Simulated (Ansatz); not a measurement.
A calculation with Ansatz 0.2.0 of GaP (native input, structure typed inline):

Contents of input.yaml:

```yaml
crystal:
  lattice:
    - [0.0, 2.72525, 2.72525]
    - [2.72525, 0.0, 2.72525]
    - [2.72525, 2.72525, 0.0]
  atoms:
    - { symbol: Ga, position: [0.0, 0.0, 0.0] }
    - { symbol: P, position: [0.75, 0.75, 0.75] }
hamiltonian:
  xc: pbe0
  pseudopotentials: { kind: paw }
  dispersion: d3bj
kpoints:
  mp_grid: { grid: [4, 4, 4] }
scf:
  occupations: { method: fixed }
output:
  forces: true
  stress: true
  eigenvalues: true
```

Potentials or basis: Ansatz PAW.

Launch:

```console
$ ansatz run input.yaml --threads 2 --pin off --max-ram 5120MiB --backend cpu --events-out ev --progress --plain --runs-dir out
```

Problem. Write the same calculation in another form: ASE script, structure from a POSCAR.

Solution. As run:

Contents of run.py:

```python
import json

import ase.io
import numpy as np
from ase.calculators.calculator import CalculationFailed, Calculator
from ase.stress import full_3x3_to_voigt_6_stress
from ase.units import GPa

import ansatz as az

class AnsatzCalculator(Calculator):
    implemented_properties = ["energy", "free_energy", "forces", "stress", "magmom"]

    def calculate(self, atoms, properties, system_changes):
        super().calculate(atoms, properties, system_changes)
        structure = atoms.copy()
        structure.set_constraint()
        structure.set_momenta(None)
        structure.set_masses(None)
        outcome = (
            az.Crystal.from_ase(structure)
            .calculation()
            .basis(xc_grid=2)
            .kpoints(4, 4, 4)
            .functional("pbe0", dispersion="d3bj")
            .pseudopotentials(kind="paw")
            .scf(tolerance=2e-10)
            .occupations(method="fixed")
            .forces()
            .stress()
            .run(threads=2)
        )
        if not outcome.report["converged"]:
            raise CalculationFailed("SCF not converged")
        report = outcome.report
        self.results = {
            "free_energy": report["lagrangian_ev"],
            "energy": report["lagrangian_ev"],
            "forces": np.array(report["forces_ev_ang"]),
            "stress": -GPa * full_3x3_to_voigt_6_stress(report["stress_gpa"]),
            "magmom": report["magnetization_mub"],
        }

np.set_printoptions(precision=5, suppress=True, linewidth=110)
atoms = ase.io.read("POSCAR", format="vasp")
atoms.calc = AnsatzCalculator()
print(f"free energy {atoms.get_potential_energy():.6f} eV")
print("forces (eV/A)", atoms.get_forces(), sep="\n")
print("stress (GPa, Voigt, tension positive)", atoms.get_stress() / GPa, sep="\n")
print(f"moment {atoms.get_magnetic_moment():.4f} muB")
```

POSCAR

```
GaP
1.0
    0.0000000000      2.7252500000      2.7252500000
    2.7252500000      0.0000000000      2.7252500000
    2.7252500000      2.7252500000      0.0000000000
Ga P
1 1
Direct
    0.0000000000      0.0000000000      0.0000000000
    0.7500000000      0.7500000000      0.7500000000
```

Potentials or basis: Ansatz PAW.

Command:

```sh
$ python run.py
```

Both were run:

|  | native input, structure typed inline | ASE script, structure from a POSCAR |
| --- | --- | --- |
| Pressure | -2.0 GPa | -2.0 GPa |
| Band gap on the k mesh | 2.99 eV, indirect (least direct gap 3.53 eV) | 2.99 eV, indirect (least direct gap 3.53 eV) |

Keys that steer only the numerical path or the files written may differ.

Caveat: the k mesh is coarse (spacing up to 0.50 Å⁻¹), so the values aren't converged, least of all with exact exchange; the PAW data sets were made with another functional, which shifts forces and pressure a little; the thresholds are loose for stress.
